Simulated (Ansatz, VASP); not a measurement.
## ZnS: VASP beside Ansatz

```
CELL_PARAMETERS angstrom
0.00000 2.64834 2.64834
2.64834 0.00000 2.64834
2.64834 2.64834 0.00000
ATOMIC_POSITIONS crystal
Zn 0.00000 0.00000 0.00000
S 0.75000 0.75000 0.75000
```

Alike in both runs: task relaxation of cell and atoms; functional LDA; k mesh 10 × 10 × 10; no spin polarisation.

|  | VASP | Ansatz |
| --- | --- | --- |
| version | VASP 6.6.1 | Ansatz 0.2.0 |
| potentials or method | VASP PAW LDA potentials, release 64 (Zn, S) | scalar-relativistic, plane waves, PAW |
| plane-wave cutoff (eV) | 600 | 420 |
| occupations | gaussian, width 0.01 eV | fixed |
| valence electrons in the cell | 18 | 18 |

VASP gave:

| Quantity | Value |
| --- | --- |
| gap on the k mesh at the Fermi level, each at its own relaxed structure (eV) | 2.15 |
| relaxed volume (Å³/atom) | 18.63 |
| relaxed cell length with the largest relative difference (Å) | 3.749 |

What did Ansatz give for the same quantities?

gap on the k mesh at the Fermi level, each at its own relaxed structure (eV): 2.13; relaxed volume (Å³/atom): 18.57; relaxed cell length with the largest relative difference (Å): 3.745.
